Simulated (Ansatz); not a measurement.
**Rb: an elastic constant from a strain scan**

Level of theory: DFT PBE, scalar-relativistic, plane waves, PAW (Ansatz 0.2.0). Cutoff 420 eV, Γ-centred 12×12×12 k-points, Gaussian smearing of 0.15 eV. No spin polarisation. Energies are free energies at this smearing, counted from the undisturbed cell; pressure is positive in compression.

Zero of the scan (as given, not relaxed at this level; it stands at 0.1 GPa):

```yaml
crystal:
  lattice:
    - [-2.80600, 2.80600, 2.80600]
    - [2.80600, -2.80600, 2.80600]
    - [2.80600, 2.80600, -2.80600]
  atoms:
    - { symbol: Rb, position: [0.00000, 0.00000, 0.00000] }
```

The cell is strained by ε times the Voigt pattern (1, 0, 0, 0, 0, 0) (xx, yy, zz, yz, xz, xy; engineering shear) with fractional coordinates fixed. The cell holds 1 atom in V0 = 88.37 Å³. The stress column is τ = (1/V0) dE/dε, got from the stress tensor σ (compression positive) at each point as −det(1 + εP) σ : P(1 + εP)⁻¹, with P the pattern as a tensor.

| ε | ΔE (meV/atom) | τ (GPa) |
| --- | --- | --- |
| -0.0200 | 1.402 | -0.163 |
| -0.0150 | 0.979 | -0.145 |
| -0.0100 | 0.605 | -0.127 |
| -0.0050 | 0.279 | -0.110 |
| 0.0000 | 0.000 | -0.093 |
| 0.0050 | -0.233 | -0.077 |
| 0.0100 | -0.423 | -0.061 |
| 0.0150 | -0.569 | -0.045 |
| 0.0175 | -0.626 | -0.038 |
| 0.0200 | ? | ? |

Q: Which combination of elastic constants does this scan measure, and how large is it?

A: For small ε, τ = τ0 + Kε with K = pᵀCp, which for this pattern is C11 in the cubic axes. The parabola through τ at ε = -0.0050, 0 and 0.0050 has slope K = 3.3 GPa at zero. The energies per cell, E = NΔE, of the same two points give K = 2[E(ε₊)/ε₊ − E(ε₋)/ε₋]/[(ε₊ − ε₋)V0] = 3.3 GPa, in agreement.

Q: Predict the withheld row at ε = 0.0200 from the harmonic law, and compare.

A: ΔE = V0(τ0 ε + Kε²/2)/N = -0.660 meV/atom and τ = -0.03 GPa. The calculation gives -0.673 meV/atom and -0.03 GPa, a miss of 2.0 % of the harmonic energy, so the harmonic law still holds here.

In a metal these slopes depend on the k mesh and the smearing.